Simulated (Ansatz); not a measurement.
# CaF2, space group Fm-3m: a frozen displacement of one atom

With Ansatz 0.2.0 through its Python package.

At the Python prompt:
```pycon
>>> import ansatz as az
>>> import numpy as np
>>> from pymatgen.core import Lattice, Structure
>>> from pymatgen.io.ase import AseAtomsAdaptor
>>> params = {
...     "functional": "PBEsol",
... }
>>> pmg_structure = Structure(
...     Lattice([(0.0, 2.731, 2.731), (2.731, 0.0, 2.731), (2.731, 2.731, 0.0)]),
...     ["Ca", "F", "F"],
...     [
...         (0.0, 0.0, 0.0),
...         (0.25, 0.25, 0.25),
...         (0.75, 0.75, 0.75),
...     ],
... )
>>> xtal = az.Crystal.from_ase(AseAtomsAdaptor.get_atoms(pmg_structure))
>>> xtal.resolved().tree()["lattice"]
((0.0, 2.731, 2.731), (2.731, 0.0, 2.731), (2.731, 2.731, 0.0))
>>> inverse = np.linalg.inv(np.array(xtal.lattice.vectors))
>>> home = np.array(xtal.sites[2].position)
>>> values = np.linspace(-0.02, 0.02, 5)
>>> energies, pulls = [], []
>>> for shift in values:
...     moved = xtal.move(2, to=home + shift * inverse[1])
...     job = (
...         moved.calculation()
...         .occupations(az.OccupationsMethod.FIXED)
...         .kpoints(5)
...         .basis(31 * az.Ry)
...         .functional(params["functional"])
...         .forces()
...     )
...     summary = job.run(threads=1).report
...     energies.append(summary["free_energy_ev"])
...     pulls.append(summary["forces_ev_ang"][2][1])
...

>>> # the force is minus the slope of the free energy
>>> print("shift (A)   dE (eV)   force along y (eV/A)")
shift (A)   dE (eV)   force along y (eV/A)
>>> for shift, e, f in zip(values, energies, pulls):
...     print(f"{shift:8.3f} {e - energies[2]:10.5f} {f:12.4f}")
...
  -0.020    0.00086       0.0855
  -0.010    0.00021       0.0427
   0.000    0.00000      -0.0000
   0.010    0.00021      -0.0427
   0.020    0.00086      -0.0855
>>> print(f"stiffness from energies {2 * np.polyfit(values, energies, 2)[0]:.3f}, from forces {-np.polyfit(values, pulls, 1)[0]:.3f} eV/A^2")
stiffness from energies 4.275, from forces 4.276 eV/A^2
```

The curvature of the energy gives 4.275 eV/Å² and the slope of the force 4.276 eV/Å², a positive curvature.

Caveats:
- The structure is a deposited one; some such entries were measured under pressure or heat, so a shift against it needn't be the functional's error alone.
- All periodic images of the atom move with it, so the curvature is one diagonal element of the zone-centre force constants and no normal mode; a positive value doesn't exclude soft modes in which several atoms move.
- Run time: 5.3 s on 1 thread of AMD EPYC 7R43 64-Core Processor (Zen 3) (shared host), peak memory 0.44 GiB.

(Lines on the test bed's own set-up are left out of the output.)
